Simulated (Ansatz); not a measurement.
Runs of Ansatz 0.2.0 on GaP. Symmetry: F-43m, No. 216, cubic system. The conventional cell has a = 5.451 Å, b = 5.451 Å, c = 5.451 Å, α = 90.00°, β = 90.00°, γ = 90.00°. Ga (site symmetry -43m) has 4 P at 2.36 Å as nearest neighbours. P (site symmetry -43m) is surrounded by 4 Ga at 2.36 Å. 

```csv
task,level,potentials or basis,cell,k mesh,cutoff (eV),smearing,basis error allowed,mesh quality,gap on the mesh (eV),pressure (GPa),relaxed volume (Å³/atom)
single point,PBE,"all-electron LAPW, scalar-relativistic",as given,4 × 4 × 4,254,fermi-dirac 0.04 eV,0.002 eV/atom,coarse,1.63,2.9,-
relaxation of cell and atoms,BLYP+D4,"all-electron LAPW, scalar-relativistic",relaxed,8 × 8 × 8,-,fermi-dirac 0.05 eV,0.001 eV/atom,not flagged,1.68,0.0,20.14
band structure,RPBE,"all-electron LAPW, scalar-relativistic",as given,8 × 8 × 8,278,fermi-dirac 0.05 eV,0.001 eV/atom,not flagged,1.74,(b),-
single point,PBE,"all-electron LAPW, scalar-relativistic",as given,8 × 8 × 8,278,gaussian 0.023 eV,0.001 eV/atom,not flagged,1.64,2.5,-
band structure,revPBE,"all-electron LAPW, scalar-relativistic",as given,8 × 8 × 8,278,fermi-dirac 0.05 eV,0.001 eV/atom,not flagged,1.71,4.0,-
relaxation of cell and atoms,revPBE+D3(BJ),"all-electron LAPW, scalar-relativistic",relaxed,8 × 8 × 8,-,fermi-dirac 0.05 eV,0.001 eV/atom,not flagged,1.68,0.0,19.89
single point,PBE,"all-electron LAPW, scalar-relativistic",as given,8 × 8 × 8,278,gaussian 0.025 eV,0.001 eV/atom,not flagged,1.64,2.5,-
single point,PBE,"all-electron LAPW, scalar-relativistic",as given,8 × 8 × 8,278,gaussian 0.029 eV,0.001 eV/atom,not flagged,1.64,2.5,-
Born charges and dielectric tensor,LDA,all-electron PAW datasets made for the crystal,as given,8 × 8 × 8,270,fixed,-,not flagged,1.49,-,-
relaxation of cell and atoms,PBEsol+D4,"all-electron LAPW, scalar-relativistic",relaxed,8 × 8 × 8,-,fermi-dirac 0.05 eV,0.001 eV/atom,not flagged,1.46,0.0,(a)
single point,PBE,"all-electron LAPW, scalar-relativistic",as given,8 × 8 × 8,278,gaussian 0.019 eV,0.001 eV/atom,not flagged,1.64,2.5,-
single point,PBE,"all-electron LAPW, scalar-relativistic",as given,8 × 8 × 8,278,gaussian 0.018 eV,0.001 eV/atom,not flagged,1.64,2.5,-
```

Alike in all rows: no spin polarisation.

Problem. Estimate the missing entries.

Solution. (a) 19.69; (b) 4.6.

Caveats: some runs use coarse meshes; the program warned that the printed levels may be off, so bands, gaps and densities of states are rough (some runs).

A k mesh can miss the band edges, and the runs leave out spin-orbit coupling on Ga.

The runs don't all hold the same shells in valence.
